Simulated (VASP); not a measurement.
# ZrC (Fm-3m) in VASP: notebook

Runs on ZrC. Level: LDA. Tasks: single point.

Everything below comes from runs of VASP 6.6.1. Logs are shortened: lines on timing, memory, paths and dates and some standing lists are left out, and cuts for length are marked.

## Step 1: Starting point

Symmetry: Fm-3m, No. 225, cubic system. Conventional cell: a = 4.700 Å, b = 4.700 Å, c = 4.700 Å, α = 90.00°, β = 90.00°, γ = 90.00°. Zr (site symmetry m-3m) is surrounded by 6 C at 2.35 Å. Around C (site symmetry m-3m) lie 6 Zr at 2.35 Å.

## Step 2: Single point, LDA

INCAR

```
PREC = Accurate
ENCUT = 520
EDIFF = 1E-6
ISMEAR = 0
SIGMA = 0.15
LREAL = F
LASPH = T
NELM = 100
ALGO = Normal
ISIF = 2
LWAVE = F
LCHARG = T
LELF = T
LVHAR = T
NBANDS = 15
```

KPOINTS

```
Automatic mesh
0
Gamma
  20 20 20
```

POSCAR

```
ZrC
1.0
    0.0000000000      2.3502100000      2.3502100000
    2.3502100000      0.0000000000      2.3502100000
    2.3502100000      2.3502100000      0.0000000000
Zr C
1 1
Direct
    0.5000000000      0.5000000000      0.5000000000
    0.0000000000      0.0000000000      0.0000000000
```

Potentials or basis: VASP PAW LDA potentials, release 64 (Zr_sv, C).

The run is started by

```console
$ cat potpaw_LDA.64/Zr_sv/POTCAR potpaw_LDA.64/C/POTCAR > POTCAR
$ mpirun -np 1 vasp_std > vasp.out
```

OUTCAR:

```text
PREC = Accurate
   ENCUT = 520
   EDIFF = 1E-6
   ISMEAR = 0
   LREAL = F
   LASPH = T
   NELM = 100
   ISIF = 2

 ion  position               nearest neighbor table
   1  0.500  0.500  0.500-   2 2.35   2 2.35   2 2.35   2 2.35   2 2.35   2 2.35
   2  0.000  0.000  0.000-   1 2.35   1 2.35   1 2.35   1 2.35   1 2.35   1 2.35

  LATTYP: Found a face centered cubic cell.
 ALAT       =     4.7004200000

  Lattice vectors:

 A1 = (   0.0000000000,   2.3502100000,   2.3502100000)
 A2 = (   2.3502100000,   0.0000000000,   2.3502100000)
 A3 = (   2.3502100000,   2.3502100000,   0.0000000000)

Analysis of symmetry for initial positions (statically):
=====================================================================
 Subroutine PRICEL returns:
 Original cell was already a primitive cell.

 Routine SETGRP: Setting up the symmetry group for a
 face centered cubic supercell.

 Subroutine GETGRP returns: Found 48 space group operations
 (whereof 48 operations were pure point group operations)
 out of a pool of 48 trial point group operations.

The static configuration has the point symmetry O_h .

Analysis of symmetry for dynamics (positions and initial velocities):
=====================================================================
 Subroutine PRICEL returns:
 Original cell was already a primitive cell.

 Routine SETGRP: Setting up the symmetry group for a
 face centered cubic supercell.

 Subroutine GETGRP returns: Found 48 space group operations
 (whereof 48 operations were pure point group operations)
 out of a pool of 48 trial point group operations.

The dynamic configuration has the point symmetry O_h .

 Subroutine INISYM returns: Found 48 space group operations
 (whereof 48 operations are pure point group operations),
 and found     1 'primitive' translations

----------------------------------------------------------------------------------------

                                     Primitive cell

  volume of cell :      25.9627

  direct lattice vectors                    reciprocal lattice vectors
     0.000000000  2.350210000  2.350210000    -0.212746946  0.212746946  0.212746946
     2.350210000  0.000000000  2.350210000     0.212746946 -0.212746946  0.212746946
     2.350210000  2.350210000  0.000000000     0.212746946  0.212746946 -0.212746946

  length of vectors
     3.323698856  3.323698856  3.323698856     0.368488520  0.368488520  0.368488520

  position of ions in fractional coordinates (direct lattice)
     0.500000000  0.500000000  0.500000000
     0.000000000  0.000000000  0.000000000

  ion indices of the primitive-cell ions
   primitive index   ion index
[... 88 lines left out ...]
   EFERMI =   0.00;   METHOD = LEGACY
   ISMEAR =     0;   SIGMA  =   0.15  broadening in eV -4-tet -1-fermi 0-gaus
   EFERMI_NEDOS =   21; number of points for ismear=-14 and -15
   IALGO  =     38    algorithm
   IMIX   =      4    mixing-type and parameters
     AMIX     =   0.40;   BMIX     =  1.00
     AMIX_MAG =   1.60;   BMIX_MAG =  1.00
  volume/ion in A,a.u.               =      12.98        87.60
  Fermi-wavevector in a.u.,A,eV,Ry     =   1.393151  2.632673 26.407131  1.940869
  Thomas-Fermi vector in A             =   2.516825
   LORBIT       =      0    0 simple, 1 ext, 2 COOP (PROOUT), +10 PAW based schemes
   GGA     = CA    functional components
   LHFCALC =     F    Hartree Fock is set to
   AEXX    =    0.0000 exact exchange contribution
   IVDW    =     0    specifies the selected vdW correction
   LEPSILON=     F    determine dielectric tensor
   LRPA    =     F    only Hartree local field effects (RPA)
 non-spin polarized calculation
 Gauss-broadening in eV      SIGMA  =   0.15
  energy-cutoff  :      520.00
  volume of cell :       25.96
 maximum number of plane-waves:       725
 NGX is ok and might be reduce to    28
   NGX = 13   NGY = 13   NGZ = 13

 number of electron      16.0000000 magnetization

 Free energy of the ion-electron system (eV)
  ---------------------------------------------------
  ext. energy  EPLUGINS =         0.00000000
  ---------------------------------------------------
  free energy    TOTEN  =       -21.25704197 eV

  energy without entropy =      -21.25363599  energy(sigma->0) =      -21.25533898

 E-fermi :   9.4556     XC(G=0): -12.3586

 val. band max:        9.3976262735   @ k =   0.4000   0.3500   0.0000
 cond. band min:       9.4738599585   @ k =   0.1000   0.0500   0.0000
 fundamental gap:      0.0762336850
 Fermi energy:         9.4556260467

 k-point     1 :       0.0000    0.0000    0.0000
  band No.  band energies     occupation
      1     -38.3575      2.00000
      2     -16.2172      2.00000
      3     -16.2172      2.00000
      4     -16.2172      2.00000
      5      -1.7062      2.00000
      6      10.3881      0.00000
      7      10.3881      0.00000
      8      10.3881      0.00000
      9      10.4811      0.00000
     10      10.4811      0.00000
     11      10.4811      0.00000
     12      12.2416      0.00000
     13      12.2416      0.00000
     14      16.8379      0.00000
[... 401 lines left out ...]
      2     -16.9472      2.00000
      3     -16.3099      2.00000
      4     -16.2783      2.00000
      5       0.6554      2.00000
      6       5.1089      2.00000
      7       6.7855      2.00000
      8       6.9612      2.00000
      9      12.9014      0.00000
     10      12.9676      0.00000
     11      13.7401      0.00000
     12      17.5678      0.00000
     13      18.0820      0.00000
     14      18.7544      0.00000
     15      23.6074      0.00000

 [... further k-points ...]

------------------------ aborting loop because EDIFF is reached ----------------------------------------

  FORCE on cell =-STRESS in cart. coord.  units (eV):
  Direction    XX          YY          ZZ          XY          YZ          ZX
  --------------------------------------------------------------------------------------
  -------------------------------------------------------------------------------------
  Total       -1.3063679     -1.3063679     -1.3063679     -0.0000000      0.0000000      0.0000000
  in kB      -80.6168956    -80.6168956    -80.6168956     -0.0000000      0.0000000      0.0000000
  external PRESSURE =     -80.6168956 kB  Pullay stress =       0.0000000 kB

 VOLUME and BASIS-vectors are now :
 -----------------------------------------------------------------------------
  energy-cutoff  :      520.00
  volume of cell :       25.96
      direct lattice vectors                 reciprocal lattice vectors
     0.000000000  2.350210000  2.350210000    -0.212746946  0.212746946  0.212746946
     2.350210000  0.000000000  2.350210000     0.212746946 -0.212746946  0.212746946
     2.350210000  2.350210000  0.000000000     0.212746946  0.212746946 -0.212746946

 POSITION                                       TOTAL-FORCE (eV/Angst)
 -----------------------------------------------------------------------------------
      2.35021      2.35021      2.35021         0.000000      0.000000      0.000000
      0.00000      0.00000      0.00000        -0.000000     -0.000000      0.000000
 -----------------------------------------------------------------------------------
    total drift:                                0.000000      0.000000      0.000000

  FREE ENERGIE OF THE ION-ELECTRON SYSTEM (eV)
  ---------------------------------------------------
  free  energy   TOTEN  =       -21.2570419741 eV

  energy  without entropy=      -21.2536359879  energy(sigma->0) =      -21.25533898
```

stdout:

```text
POSCAR found type information on POSCAR ZrC
 POSCAR found :  2 types and       2 ions
 scaLAPACK will be used
 LDA part: xc-table for (Slater(with rela. corr.)+CA(PZ))
 , standard interpolation
 POSCAR, INCAR and KPOINTS ok, starting setup
 FFT: planning ... GRIDC
 FFT: planning ... GRID_SOFT
 FFT: planning ... GRID
 WAVECAR not read
 entering main loop
```

Run time: 3.3 min. Hardware: 1 thread of Intel Xeon Platinum 8175M at 2.50GHz (Skylake/Cascade Lake), shared host; peak memory 0.22 GiB.

What came out:

- Free energy: -21.2570 eV
- Pressure: -8.1 GPa
- Band gap on the k mesh: none (metal or under the smearing width)

## Step 3: Single point, LDA

INCAR

```
SYSTEM = ZrC
PREC     = Accurate       ! precision mode
ENCUT    = 520            ! plane-wave cutoff, eV
EDIFF    = 1E-6           ! SCF threshold, eV
ISMEAR   = 0              ! smearing method
SIGMA    = 0.15           ! smearing width, eV
LREAL    = .FALSE.        ! projectors in reciprocal space
LASPH    = .TRUE.         ! aspherical terms in the spheres
NELM     = 100            ! most SCF steps
ALGO     = Normal         ! electronic algorithm
ISIF     = 2              ! what is computed and relaxed
LWAVE    = .FALSE.        ! write WAVECAR
LCHARG   = .FALSE.        ! write CHGCAR
NBANDS   = 15             ! bands
```

KPOINTS

```
regular mesh
0
G
  18 18 18
  0 0 0
```

POSCAR is that of step 2.

Potentials or basis: VASP PAW LDA potentials, release 64 (Zr_sv, C).

The run is started by

```console
$ cat potpaw_LDA.64/Zr_sv/POTCAR potpaw_LDA.64/C/POTCAR > POTCAR
$ mpirun -np 1 vasp_std > vasp.out
```

It took 2.1 min on 1 thread of Intel Xeon Platinum 8175M at 2.50GHz (Skylake/Cascade Lake), shared host; peak memory 0.2 GiB.

Results (log left out):

```yaml
Free_energy: -21.2569 eV
Pressure: -8.1 GPa
Band_gap_on_the_k_mesh: none (metal or under the smearing width)
```

Levels at points of the mesh, in eV from the Fermi level:
```tsv
k point	band 5	band 6	band 7	band 8	band 9	band 10	band 11	band 12
(0.00, 0.00, 0.00)	-11.16	0.94	0.94	0.94	1.03	1.03	1.03	2.79
(0.50, 0.00, 0.00)	-8.01	-5.31	-2.94	-2.94	4.45	4.45	5.28	6.56
(0.50, 0.50, 0.00)	-9.98	-2.02	-1.81	0.07	0.07	4.44	5.62	5.62
```
